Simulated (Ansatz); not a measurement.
A 2-atom cell of KCl started from a crystallographic database, relaxed with r2SCAN, was run in the PAW code Ansatz under altered settings. All numbers are computed, without spin polarisation but where a row says otherwise.

```yaml
crystal:
  lattice:
    - [0.00000, 3.14485, 3.14485]
    - [3.14485, 0.00000, 3.14485]
    - [3.14485, 3.14485, 0.00000]
  atoms:
    - { symbol: K, position: [0.00000, 0.00000, 0.00000] }
    - { symbol: Cl, position: [0.50000, 0.50000, 0.50000] }
```

The base run's other keys:
```yaml
kpoints:
  mp_grid: { grid: [6, 6, 6] }
hamiltonian:
  xc: r2scan
scf:
  occupations: { method: fixed }
  n_extra_bands: 4
```

It takes 6 iterations with 1591 plane waves at 500 eV and 16 k points, and leaves a mean stress of +0.03 GPa. The gap over this mesh is 5.831 eV. It ran on 4 threads of Arm Neoverse V1, with other jobs on the host.

Outcomes, with energy and stress as changes against the base:
```
                                    setting            outcome  ΔF (meV/atom)  Δ mean stress (GPa)  gap on the mesh (eV)  iterations  wall time
          scf.occupations: fermi_dirac 0.05          converged            0.0                 0.00                 5.831           6      2.1 s
                 hamiltonian.dispersion: d4          converged            -41                -0.22                 5.831           6        1 s
                         scf.mixing.ndim: 2          converged            0.0                 0.00                 5.831           6        1 s
                      scf.mixing.beta: 0.05          converged            0.0                 0.00                 5.831           7      1.1 s
                        scf.mixing.ndim: 30          converged            0.0                 0.00                 5.831           6        1 s
                         basis.ecutwfc: 300  converged, warned          +12.3                +0.01                 5.838           6     0.64 s
        scf.convergence.dr2_threshold: 0.01  converged, warned            0.0                  0.0                 5.831           6      1.1 s
   magnetization.initial_magnetization: 0.5            refused              –                    –                     –           –      0.1 s
            kpoints.mp_grid.grid: [1, 1, 8]  converged, warned           +473                +3.47                 5.691           6      0.8 s
                scf.occupations: cold 0.001          converged            0.0                 0.00                 5.831           5     0.95 s
hamiltonian.xc: pbesol (cutoff then 420 eV)          converged              –                -0.41                 5.031           6     0.41 s
                       hamiltonian.xc: pw91            refused              –                    –                     –           –     0.01 s
```
A dash marks a value that wasn't obtained or can't be compared. Stress is positive in compression. Its mean hides that meshes of lower symmetry stress the axes unequally. The base took 1 s.

- hamiltonian.dispersion: d4. The free energy moves by -41 meV an atom, the mean stress by -0.22 GPa and the gap on the mesh by 0.000 eV (to 5.831). A pairwise correction adds to energy, forces and stress and leaves the bands alone.
- basis.ecutwfc: 300. 725 plane waves in place of 1591. The free energy moves by +12.3 meV an atom, the mean stress by +0.01 GPa and the gap on the mesh by +0.007 eV (to 5.838). The basis is too small: these are errors of the cutoff. Warned: cutoff below recommended.
- scf.convergence.dr2_threshold: 0.01. It converges in 6 iterations, as the base does. Even so loose a threshold leaves the results unchanged here, which can't be counted on. Warned: force scf threshold loose, stress scf threshold loose.
- magnetization.initial_magnetization: 0.5. The input is refused before any iteration. Error: inconsistent input (scf.occupations.method, magnetization): a σ = 0 step fill (method: fixed, or a smearing width below the step floor) with no hard lock on the total moment puts the same N_el/2 bands in each spin channel, which gives a total moment of zero, but the starting moments sum to +0.5000 μB […]
- kpoints.mp_grid.grid: [1, 1, 8]. The free energy moves by +473 meV an atom, the mean stress by +3.47 GPa and the gap on the mesh by -0.140 eV (to 5.691). The mesh breaks the crystal's symmetry, so the stress, and any force that symmetry no longer fixes, lose it too. The mesh is too coarse. Warned: symmetry narrowed by mesh.
- hamiltonian.xc: pbesol. The cutoff follows the functional, from 500 to 420 eV. The mean stress moves by -0.41 GPa and the gap on the mesh by -0.800 eV (to 5.031). It's another functional on the same cell, so totals aren't comparable.
- hamiltonian.xc: pw91. The input is refused before any iteration. Error: YAML parse error: line 12 column 7: hamiltonian.xc: unknown variant `pw91`, expected one of […]

Within 1 meV an atom, 0.1 GPa and 0.005 eV of the base stay: scf.occupations: fermi_dirac 0.05; scf.mixing.ndim: 2; scf.mixing.beta: 0.05; scf.mixing.ndim: 30; scf.convergence.dr2_threshold: 0.01; scf.occupations: cold 0.001.
